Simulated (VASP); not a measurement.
# PbSe (Clausthalite) (Fm-3m) in VASP: a series of runs

One crystal, PbSe (Clausthalite), is run at these levels: LDA, PBEsol; tasks: relaxation of cell and atoms, relaxation of the atoms.

Program: VASP 6.6.1. These are calculated values, not measurements. Logs are shortened: lines on timing, memory, paths and dates and some standing lists are left out, and cuts for length are marked.

## (1) The crystal as given

Symmetry: Fm-3m, No. 225, cubic system. The conventional cell has a = 6.121 Å, b = 6.121 Å, c = 6.121 Å, α = 90.00°, β = 90.00°, γ = 90.00°. Around Pb (site symmetry m-3m) lie 6 Se at 3.06 Å. Se (site symmetry m-3m) is surrounded by 6 Pb at 3.06 Å.

## (2) Relaxation of cell and atoms, LDA

Contents of INCAR:

```
ALGO = Normal
EDIFF = 1E-6
EDIFFG = -0.01
ENCUT = 600
IBRION = 2
ISIF = 3
ISMEAR = 0
LASPH = T
LCHARG = F
LREAL = F
LWAVE = F
NELM = 80
NSW = 90
PREC = Accurate
SIGMA = 0.03
```

Contents of KPOINTS:

```
k-points
0
Gamma
  8 8 8
```

Contents of POSCAR:

```
PbSe
1.0
    0.0000000000      3.0606500000      3.0606500000
    3.0606500000      0.0000000000      3.0606500000
    3.0606500000      3.0606500000      0.0000000000
Pb Se
1 1
Direct
    0.0000000000      0.0000000000      0.0000000000
    0.5000000000      0.5000000000      0.5000000000
```

Potentials or basis: VASP PAW LDA potentials, release 64 (Pb_d, Se).

The run is started by

```sh
$ cat potpaw_LDA.64/Pb_d/POTCAR potpaw_LDA.64/Se/POTCAR > POTCAR
$ mpirun -np 1 vasp_std > vasp.out
```

OUTCAR:

```text
EDIFF = 1E-6
   EDIFFG = -0.01
   ENCUT = 600
   IBRION = 2
   ISIF = 3
   ISMEAR = 0
   LASPH = T
   LREAL = F
   NELM = 80
   NSW = 90
   PREC = Accurate

 ion  position               nearest neighbor table
   1  0.000  0.000  0.000-   2 3.06   2 3.06   2 3.06   2 3.06   2 3.06   2 3.06
   2  0.500  0.500  0.500-   1 3.06   1 3.06   1 3.06   1 3.06   1 3.06   1 3.06

  LATTYP: Found a face centered cubic cell.
 ALAT       =     6.1213000000

  Lattice vectors:

 A1 = (   0.0000000000,   3.0606500000,   3.0606500000)
 A2 = (   3.0606500000,   0.0000000000,   3.0606500000)
 A3 = (   3.0606500000,   3.0606500000,   0.0000000000)

Analysis of symmetry for initial positions (statically):
=====================================================================
 Subroutine PRICEL returns:
 Original cell was already a primitive cell.

 Routine SETGRP: Setting up the symmetry group for a
 face centered cubic supercell.

 Subroutine GETGRP returns: Found 48 space group operations
 (whereof 48 operations were pure point group operations)
 out of a pool of 48 trial point group operations.

The static configuration has the point symmetry O_h .

Analysis of symmetry for dynamics (positions and initial velocities):
=====================================================================
 Subroutine PRICEL returns:
 Original cell was already a primitive cell.

 Routine SETGRP: Setting up the symmetry group for a
 face centered cubic supercell.

 Subroutine GETGRP returns: Found 48 space group operations
 (whereof 48 operations were pure point group operations)
 out of a pool of 48 trial point group operations.

The dynamic configuration has the point symmetry O_h .

 Subroutine INISYM returns: Found 48 space group operations
 (whereof 48 operations are pure point group operations),
 and found     1 'primitive' translations

----------------------------------------------------------------------------------------

                                     Primitive cell

  volume of cell :      57.3418

  direct lattice vectors                    reciprocal lattice vectors
     0.000000000  3.060650000  3.060650000    -0.163363991  0.163363991  0.163363991
     3.060650000  0.000000000  3.060650000     0.163363991 -0.163363991  0.163363991
     3.060650000  3.060650000  0.000000000     0.163363991  0.163363991 -0.163363991

  length of vectors
     4.328412740  4.328412740  4.328412740     0.282954733  0.282954733  0.282954733

  position of ions in fractional coordinates (direct lattice)
     0.000000000  0.000000000  0.000000000
     0.500000000  0.500000000  0.500000000

  ion indices of the primitive-cell ions
   primitive index   ion index
                 1           1
                 2           2

----------------------------------------------------------------------------------------

 KPOINTS: k-points

Automatic generation of k-mesh.
 Grid dimensions read from file:
 generate k-points for:    8    8    8

 Generating k-lattice:

  Cartesian coordinates                     Fractional coordinates (reciprocal lattice)
    -0.020420499  0.020420499  0.020420499     0.125000000  0.000000000  0.000000000
     0.020420499 -0.020420499  0.020420499     0.000000000  0.125000000  0.000000000
     0.020420499  0.020420499 -0.020420499     0.000000000  0.000000000  0.125000000

  Length of vectors
     0.035369342  0.035369342  0.035369342

  Shift w.r.t. Gamma in fractional coordinates (k-lattice)
     0.000000000  0.000000000  0.000000000

 Subroutine IBZKPT returns following result:
 ===========================================

 Found     29 irreducible k-points:

 Following reciprocal coordinates:
            Coordinates               Weight
  0.000000  0.000000  0.000000      1.000000
  0.125000  0.000000  0.000000      8.000000
  0.250000  0.000000  0.000000      8.000000
  0.375000  0.000000  0.000000      8.000000
  0.500000  0.000000  0.000000      4.000000
  0.125000  0.125000  0.000000      6.000000
[... 16 lines left out ...]
  0.500000  0.250000  0.125000     48.000000
 -0.375000  0.250000  0.125000     24.000000
 [... further k-points ...]
   k-points           NKPTS =     29   k-points in BZ     NKDIM =     29   number of bands    NBANDS=     14
   number of dos      NEDOS =    301   number of ions     NIONS =      2
   total plane-waves  NPLWV =  46656
   dimension x,y,z NGX =    36 NGY =   36 NGZ =   36
   dimension x,y,z NGXF=    72 NGYF=   72 NGZF=   72
   ions per type =               1   1
   NGX,Y,Z   is equivalent  to a cutoff of  13.83, 13.83, 13.83 a.u.
   NGXF,Y,Z  is equivalent  to a cutoff of  27.65, 27.65, 27.65 a.u.
 SYSTEM =  unknown system
   PREC   = accura    normal or accurate (medium, high low for compatibility)
   ISTART =      0    job   : 0-new  1-cont  2-samecut
   ICHARG =      2    charge: 1-file 2-atom 10-const
   ISPIN  =      1    spin polarized calculation?
   LNONCOLLINEAR =      F non collinear calculations
   LSORBIT =      F    spin-orbit coupling
   LASPH  =      T    aspherical Exc in radial PAW
   ENCUT  =  600.0 eV  44.10 Ry    6.64 a.u.   8.64  8.64  8.64*2*pi/ulx,y,z
   NELM   =     80;   NELMIN=  2; NELMDL= -5     # of ELM steps
   EDIFF  = 0.1E-05   stopping-criterion for ELM
   LREAL  =      F    real-space projection
   EDIFFG = -.1E-01   stopping-criterion for IOM
   NSW    =     90    number of steps for IOM
   IBRION =      2    ionic relax: 0-MD 1-quasi-New 2-CG
   NFREE  =      1    steps in history (QN), initial steepest desc. (CG)
   ISIF   =      3    stress and relaxation
   ISYM   =      2    0-nonsym 1-usesym 2-fastsym
   POTIM  = 0.5000    time-step for ionic-motion
   TEBEG  =    0.0;   TEEND  =   0.0 temperature during run
   PSTRESS=    0.0 pullay stress
   NELECT =      20.0000    total number of electrons
   NUPDOWN=      -1.0000    fix difference up-down
   EMIN   =  10.00;   EMAX   =-10.00  energy-range for DOS
   EFERMI =   0.00;   METHOD = LEGACY
   ISMEAR =     0;   SIGMA  =   0.03  broadening in eV -4-tet -1-fermi 0-gaus
   EFERMI_NEDOS =   21; number of points for ismear=-14 and -15
   IALGO  =     38    algorithm
   IMIX   =      4    mixing-type and parameters
     AMIX     =   0.40;   BMIX     =  1.00
     AMIX_MAG =   1.60;   BMIX_MAG =  1.00
  volume/ion in A,a.u.               =      28.67       193.48
  Fermi-wavevector in a.u.,A,eV,Ry     =   1.152377  2.177676 18.068159  1.327972
  Thomas-Fermi vector in A             =   2.289028
   LORBIT       =      0    0 simple, 1 ext, 2 COOP (PROOUT), +10 PAW based schemes
   GGA     = CA    functional components
   LHFCALC =     F    Hartree Fock is set to
   AEXX    =    0.0000 exact exchange contribution
   IVDW    =     0    specifies the selected vdW correction
   LEPSILON=     F    determine dielectric tensor
   LRPA    =     F    only Hartree local field effects (RPA)
 conjugate gradient relaxation of ions
 non-spin polarized calculation
 Gauss-broadening in eV      SIGMA  =   0.03
  energy-cutoff  :      600.00
  volume of cell :       57.34
 maximum number of plane-waves:      1930
   NGX = 17   NGY = 17   NGZ = 17

--------------------------------------- Ionic step        1  -------------------------------------------

 number of electron      20.0000002 magnetization

 Free energy of the ion-electron system (eV)
  ---------------------------------------------------
  ext. energy  EPLUGINS =         0.00000000
  ---------------------------------------------------
  free energy    TOTEN  =        -9.44537602 eV

  energy without entropy =       -9.44537583  energy(sigma->0) =       -9.44537593

 E-fermi :   4.9899     XC(G=0):  -9.8454

 val. band max:        4.9090717909   @ k =   0.5000   0.0000   0.0000
 cond. band min:       5.0706568732   @ k =   0.5000   0.0000   0.0000
 fundamental gap:      0.1615850822
 Fermi energy:         4.9898641653

 k-point     1 :       0.0000    0.0000    0.0000
  band No.  band energies     occupation
      1     -11.8700      2.00000
      2     -11.8700      2.00000
      3     -11.8680      2.00000
      4     -11.8680      2.00000
      5     -11.8680      2.00000
      6      -8.7057      2.00000
      7      -1.4738      2.00000
      8       3.0407      2.00000
      9       3.0407      2.00000
     10       3.0407      2.00000
     11       9.5087      0.00000
     12       9.5087      0.00000
     13       9.5087      0.00000
     14      11.3835      0.00000

 k-point     2 :       0.1250    0.0000    0.0000
  band No.  band energies     occupation
      1     -11.8733      2.00000
      2     -11.8733      2.00000
      3     -11.8674      2.00000
      4     -11.8634      2.00000
      5     -11.8634      2.00000
      6      -8.5867      2.00000
      7      -1.8607      2.00000
      8       3.0826      2.00000
      9       3.0826      2.00000
     10       3.3071      2.00000
[... 436 lines left out ...]
 POSITION                                       TOTAL-FORCE (eV/Angst)
 -----------------------------------------------------------------------------------
      3.00828      6.01656      3.00828         0.000000     -0.000000      0.000000
      3.00828      3.00828      3.00828        -0.000000      0.000000     -0.000000
 -----------------------------------------------------------------------------------
    total drift:                                0.000000      0.000000      0.000000

  FREE ENERGIE OF THE ION-ELECTRON SYSTEM (eV)
  ---------------------------------------------------
  free  energy   TOTEN  =        -9.4565427967 eV

  energy  without entropy=       -9.4562993054  energy(sigma->0) =       -9.45642105

--------------------------------------- Ionic step        3  -------------------------------------------

 number of electron      19.9999998 magnetization

 Free energy of the ion-electron system (eV)
  ---------------------------------------------------
  ext. energy  EPLUGINS =         0.00000000
  ---------------------------------------------------
  free energy    TOTEN  =        -9.45854786 eV

  energy without entropy =       -9.45835820  energy(sigma->0) =       -9.45845303

 E-fermi :   5.4370     XC(G=0): -10.0138

 val. band max:        5.4197496488   @ k =   0.5000   0.0000   0.0000
 cond. band min:       5.4543471705   @ k =   0.5000   0.0000   0.0000
 fundamental gap:      0.0345975217
 Fermi energy:         5.4370484094

 k-point     1 :       0.0000    0.0000    0.0000
  band No.  band energies     occupation
      1     -11.4652      2.00000
      2     -11.4652      2.00000
      3     -11.4611      2.00000
      4     -11.4611      2.00000
      5     -11.4611      2.00000
      6      -8.5538      2.00000
      7      -0.9381      2.00000
      8       3.3442      2.00000
      9       3.3442      2.00000
     10       3.3442      2.00000
     11      10.0668      0.00000
     12      10.0668      0.00000
     13      10.0668      0.00000
     14      11.7808      0.00000

 k-point     2 :       0.1250    0.0000    0.0000
  band No.  band energies     occupation
      1     -11.4690      2.00000
      2     -11.4690      2.00000
      3     -11.4605      2.00000
      4     -11.4559      2.00000
      5     -11.4559      2.00000
      6      -8.4267      2.00000
      7      -1.3809      2.00000
      8       3.3890      2.00000
      9       3.3890      2.00000
     10       3.6568      2.00000
[... 400 lines left out ...]
 POSITION                                       TOTAL-FORCE (eV/Angst)
 -----------------------------------------------------------------------------------
      0.00000     -0.00000      0.00000         0.000000      0.000000     -0.000000
      3.02290      3.02290      3.02290         0.000000      0.000000      0.000000
 -----------------------------------------------------------------------------------
    total drift:                                0.000000      0.000000      0.000000

  FREE ENERGIE OF THE ION-ELECTRON SYSTEM (eV)
  ---------------------------------------------------
  free  energy   TOTEN  =        -9.4585478562 eV

  energy  without entropy=       -9.4583582010  energy(sigma->0) =       -9.45845303

 reached required accuracy - stopping structural energy minimisation
```

Run time: 21 s. Hardware: 1 thread of Intel Xeon 6975P-C (Granite Rapids), shared host; peak memory 0.19 GiB.

What came out:

| Item | Value |
| --- | --- |
| Free energy | -9.4585 eV |
| Relaxed volume | 27.62 Å³/atom |
| Relaxed cell | a = 4.275 Å, b = 4.275 Å, c = 4.275 Å, α = 60.00°, β = 60.00°, γ = 60.00° |
| Space group after relaxing (to 0.05 Å) | Fm-3m (No. 225) |
| Energy gained by relaxing | 6.6 meV/atom |
| Ionic steps | 3 |
| Pressure after relaxing | 0.0 GPa |
| Band gap on the k mesh | 0.03 eV, direct |

Step by step:
```
step  energy change (eV)  largest force (eV/Å)  pressure (GPa)  volume (Å³)
   1              0.0000                0.0000           -1.98        57.34
   2             -0.0112                0.0000            0.82        54.45
   3             -0.0132                0.0000            0.00        55.25
```

Final structure:
```
Pb Se
1.0
     0.00000    3.02290    3.02290
     3.02290    0.00000    3.02290
     3.02290    3.02290    0.00000
Pb Se
1 1
Cartesian
  0.0000 0.0000 0.0000
  3.0229 3.0229 3.0229
```

Caveat: spin-orbit coupling is left out, which as a rule narrows the gap of such compounds by several tenths of an eV.

## (3) Relaxation of cell and atoms, LDA

This run uses another cell than the first one, of 27.62 Å³/atom, 0.963 times its volume.

INCAR, as its differences from that of step 2:

```diff
@@ -1,4 +1,4 @@
 ALGO = Normal
-EDIFF = 1E-6
-EDIFFG = -0.01
+EDIFF = 1E-7
+EDIFFG = -0.005
 ENCUT = 600
```

KPOINTS is that of step 2.

Contents of POSCAR:

```
PbSe                                    
1.0
   -0.0000000000      3.0229038105      3.0229038105
    3.0229038105     -0.0000000000      3.0229038105
    3.0229038105      3.0229038105      0.0000000000
  Pb              Se            
     1     1
Direct
     0.0000000000000000    0.0000000000000000    0.0000000000000000
     0.5000000000000000    0.5000000000000000    0.5000000000000000
```

Potentials or basis: VASP PAW LDA potentials, release 64 (Pb_d, Se).

The run is started by

```sh
$ cat potpaw_LDA.64/Pb_d/POTCAR potpaw_LDA.64/Se/POTCAR > POTCAR
$ mpirun -np 1 vasp_std > vasp.out
```

Wall time 9.9 s (1 thread of Intel Xeon 6975P-C (Granite Rapids), shared host); peak memory 0.18 GiB.

The run converged. Its results:

* Free energy: -9.4584 eV
* Pressure after relaxing: 0.0 GPa
* Band gap on the k mesh: 0.03 eV, direct

Final structure:
```yaml
crystal:
  lattice:
    - [0.00000, 3.02290, 3.02290]
    - [3.02290, 0.00000, 3.02290]
    - [3.02290, 3.02290, 0.00000]
  atoms:
    - { symbol: Pb, position: [0.00000, 0.00000, 0.00000] }
    - { symbol: Se, position: [0.50000, 0.50000, 0.50000] }
```

Levels at points of the mesh, in eV from the valence-band top:
| k point | band 7 | band 8 | band 9 | band 10 | band 11 | band 12 | band 13 | band 14 |
| --- | --- | --- | --- | --- | --- | --- | --- | --- |
| (0.00, 0.00, 0.00) | -6.36 | -2.08 | -2.08 | -2.08 | 4.65 | 4.65 | 4.65 | 6.36 |
| (0.50, 0.00, 0.00) | -9.12 | -1.62 | -1.62 | 0.00 | 0.03 | 1.49 | 1.49 | 8.43 |
| (0.50, 0.50, 0.00) | -7.55 | -5.37 | -3.52 | -3.52 | 3.42 | 5.62 | 5.62 | 6.07 |

Caveat: the relaxation stopped at its first step, so nothing moved; spin-orbit coupling is left out, which as a rule narrows the gap of such compounds by several tenths of an eV. A k mesh can miss the band edges.

(Part 1 of 2 ends here.)
